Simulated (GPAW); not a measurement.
Write an ASE script for GPAW 26.7.0 that does the following.

| Property | Result |
| --- | --- |
| Task | band structure |
| Functional | LDA |
| Potentials or basis | the program's PAW data sets (release 1.2.1) made for this functional |
| Cutoff | 600 eV |
| Basis | pw |
| k mesh | 8 × 8 × 8 |
| Occupations | methfessel-paxton, width 0.1 eV |
| Spin | no spin polarisation |
| Hubbard terms | Ti d U = 2 eV |
| Smearing order | 1 |
| Maxiter | 150 |
| Band path | GXMGRX,MR |
| Band points | 80 |

The structure of TiAl lies in TiAl.xyz:

```xyz
2
Lattice="3.1790640000 0.0000000000 0.0000000000 0.0000000000 3.1790640000 0.0000000000 0.0000000000 0.0000000000 3.1790640000" Properties=species:S:1:pos:R:3 pbc="T T T"
Ti    -0.0552266998      0.1345093769     -0.0361809274
Al     1.3432689863      1.5815843400      1.7014573062
```

The cell comes from a database or a generator and needn't be the stable form of this composition.

The cell isn't the ideal one: atoms moved at random, drawn with an rms of 0.15 Å.

The input as run:

run.py

```python
from ase.dft.bandgap import bandgap
from ase.io import read, write
from ase.units import GPa
from gpaw import GPAW, PW

atoms = read('TiAl.xyz')

calc = GPAW(mode=PW(600),
            xc='LDA',
            kpts={'size': (8, 8, 8), 'gamma': True},
            occupations={'name': 'methfessel-paxton', 'width': 0.1, 'order': 1},
            setups={'Ti': ':d,2.0'},
            nbands=17,
            convergence={'density': 1e-05, 'energy': 1e-05},
            maxiter=150,
            txt='gpaw.txt')
atoms.calc = calc
energy = atoms.get_potential_energy()
forces = atoms.get_forces()
stress = atoms.get_stress()
calc.write('gs.gpw')
write('result.traj', atoms)
print(f'Energy: {energy:.6f} eV')
print('Forces (eV/A):')
print(forces.round(4))
print('Stress (GPa):', (stress / GPa).round(3))
print('Fermi level:', round(calc.get_fermi_level(), 4), 'eV')
print(f'Gap: {bandgap(calc)[0]:.4f} eV, direct: {bandgap(calc, direct=True)[0]:.4f} eV')

path = atoms.cell.bandpath('GXMGRX,MR', npoints=80, eps=1e-4)
bs_calc = calc.fixed_density(kpts=path, symmetry='off', nbands=27,
                             convergence={'bands': 'CBM+6.0', 'eigenstates': 1e-6}, txt='bands.txt')
bs = bs_calc.band_structure()
bs.write('bs.json')
print(f'Gap on the path: {bandgap(bs_calc)[0]:.4f} eV')
```

Potentials or basis: the program's PAW data sets (release 1.2.1) made for this functional, pw.

The run is started by

```sh
$ OMP_NUM_THREADS=1 python run.py
```

It gave:

```json
{
  "Pressure": "-1.2 GPa",
  "Largest force": "1.909 eV/Å",
  "Band gap along the path": "none (metal or under the smearing width)"
}
```

Caveat: this smearing can pin the Fermi level at a band edge; U without spin polarisation on a metal has little footing; the U is typed as a test and isn't derived for this compound; forces of over 1 eV/Å show positions far from the minimum, so gaps and moduli don't describe the material at rest.

It took 110 s on 1 thread of Arm Neoverse V1, on a shared host, peak memory 0.33 GiB.
